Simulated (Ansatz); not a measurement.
**ZnS (Wurtzite-6H): band structure with r2SCAN**

**What was measured.**

From a printed reference work, monograph, for a bulk crystal of ZnS at 4 K: band gap 3.911 eV (direct).

The system is ZnS (Wurtzite-6H).

```
Zn S
1.0
     3.81200    0.00000    0.00000
    -1.90600    3.30129    0.00000
     0.00000    0.00000   18.68999
Zn S
6 6
Cartesian
  0.0000 2.2009 15.5749
  1.9060 1.1004 6.2299
  1.9060 1.1004 12.4601
  0.0000 2.2009 3.1151
  0.0000 0.0000 9.3450
  0.0000 0.0000 0.0000
  0.0000 2.2009 17.9112
  1.9060 1.1004 8.5662
  1.9060 1.1004 14.7963
  0.0000 2.2009 5.4513
  0.0000 0.0000 11.6812
  0.0000 0.0000 2.3362
```

| Quantity | Value |
| --- | --- |
| Program | Ansatz 0.2.0 |
| Task | band structure |
| Functional | r2SCAN |
| Potentials or basis | Ansatz PAW |
| Cutoff | 500 eV (not typed: the program's choice for these potentials) |
| k mesh | 8 × 8 × 2 |
| Occupations | fermi-dirac, width 0.05 eV |
| Spin | no spin polarisation |
| Path | [["G", "M", "K", "G", "A", "L", "H", "A"], ["L", "M"], ["K", "H"]] |
| Points for each segment of the path | 10 |

```json
{
  "Pressure": "-0.1 GPa",
  "Largest force": "0.031 eV/Å",
  "Band gap on the k mesh": "2.72 eV, direct",
  "Band gap along the path": "2.72 eV, direct"
}
```

Forces in eV/Å, atoms in the order of the input:
```
Zn   0.000  0.000  0.002
Zn   0.000  0.000  0.002
Zn   0.000  0.000  0.012
Zn   0.000  0.000  0.012
Zn   0.000  0.000 -0.002
Zn   0.000  0.000 -0.002
S    0.000  0.000 -0.031
S    0.000  0.000 -0.031
S    0.000  0.000 -0.005
S    0.000  0.000 -0.005
S    0.000  0.000  0.024
S    0.000  0.000  0.024
```

Levels at the corners of the path, in eV from the valence-band top:
```tsv
point	band 50	band 51	band 52	band 53	band 54	band 55	band 56	band 57	band 58	band 59
Γ	-0.25	-0.25	-0.02	0.00	0.00	2.72	3.72	3.78	3.85	3.91
M	-1.52	-1.30	-1.30	-1.12	-0.90	3.85	3.94	4.01	4.30	4.43
K	-2.08	-1.95	-1.59	-1.53	-1.53	4.82	4.82	4.83	5.80	5.93
Γ	-0.25	-0.25	-0.02	0.00	0.00	2.72	3.72	3.78	3.85	3.91
A	-0.48	-0.07	-0.07	-0.07	-0.07	3.17	3.17	3.78	3.78	4.06
L	-1.66	-1.24	-1.24	-1.01	-1.01	3.77	3.77	4.26	4.26	4.55
H	-1.95	-1.75	-1.75	-1.60	-1.60	5.04	5.04	5.18	5.18	5.34
A	-0.48	-0.07	-0.07	-0.07	-0.07	3.17	3.17	3.78	3.78	4.06
L	-1.66	-1.24	-1.24	-1.01	-1.01	3.77	3.77	4.26	4.26	4.55
M	-1.52	-1.30	-1.30	-1.12	-0.90	3.85	3.94	4.01	4.30	4.43
K	-2.08	-1.95	-1.59	-1.53	-1.53	4.82	4.82	4.83	5.80	5.93
H	-1.95	-1.75	-1.75	-1.60	-1.60	5.04	5.04	5.18	5.18	5.34
```

Run time: 110 s on 4 threads of Intel(R) Xeon(R) Processor @ 2.70GHz, with other jobs on the host, peak memory 2.1 GiB.

A measured gap of ZnS is 3.911 eV (direct; 4 K; a printed reference work, monograph); the calculated 2.72 eV misses it by -1.19 eV. The value is that of r2SCAN, without temperature or zero-point motion.

Caveat: the cell's inner coordinates are idealised or old, which leaves forces on the atoms; the PAW data sets come from PBE, with cores solved anew for the run's functional, which leaves a small shift of forces and pressure.
